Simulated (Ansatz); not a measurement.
A 2-atom cell of CsCl (Pm-3m) from a materials database (r2SCAN geometry), in Ansatz:

```xyz
2
Lattice="4.1368 0.0000 0.0000 0.0000 4.1368 0.0000 0.0000 0.0000 4.1368" Properties=species:S:1:pos:R:3 pbc="T T T"
Cs    0.0000    0.0000    0.0000
Cl    2.0684    2.0684    2.0684
```

G0W0@PBE with 266 empty bands, a screening cutoff of 140 eV and a 4×4×4 mesh (PAW, contour deformation) gives 7.592 eV over the mesh points, from a PBE gap of 5.226 eV; it sums over 274 bands with 251 plane waves in the screening and a wave cutoff of 420 eV. The G0W0 figures hold for the stated bands, cutoff and mesh and aren't extrapolated. The values are computed, spin-unpolarised, and not measurements.

Q: Estimate the gap with starting point LDA.

A: 7.469 eV (-0.123 eV), from a Kohn-Sham gap of 4.799 eV.

Q: Estimate the gap with empty bands 489, screening cutoff 210 eV.

A: 7.682 eV (+0.090 eV), from a Kohn-Sham gap of 5.226 eV.

Q: Estimate the gap with potentials of the kind norm-conserving.

A: 7.596 eV (+0.004 eV), from a Kohn-Sham gap of 5.224 eV.

Spin-orbit coupling is left out.
